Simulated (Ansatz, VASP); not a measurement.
## Two plane-wave programs on BiS

```
Bi S
1.0
     2.19364    1.26650    3.50049
    -2.19364    1.26650    3.50049
     0.00000   -2.53300    3.50049
Bi S
1 1
Direct
  0.00000 0.00000 0.00000
  0.50000 0.50000 0.50000
```

Change from the starting cell: strain = 0.04.

Alike in both runs: task single point; functional PBE; k mesh 8 × 8 × 8; occupations fermi-dirac, width 0.05 eV; no spin polarisation.

```csv
,VASP,Ansatz
version,VASP 6.6.1,Ansatz 0.2.0
potentials or method,"VASP PAW PBE potentials, release 64 (Bi_d, S)",Ansatz PAW
plane-wave cutoff (eV),520,420
valence electrons in the cell,21,21
```

|  | VASP | Ansatz | Ansatz less VASP |
| --- | --- | --- | --- |
| gap on the k mesh at the Fermi level (eV) | none | none | - |
| pressure (GPa) | -5.0 | -5.0 | +0.06 |
| largest component of the traceless stress (GPa) | 0.30 | 0.30 | 0.000 |

A gap of «none» marks a metal or a gap that the smearing closes.

Caveats: spin-orbit coupling is left out, which moves the levels of the heavy elements.
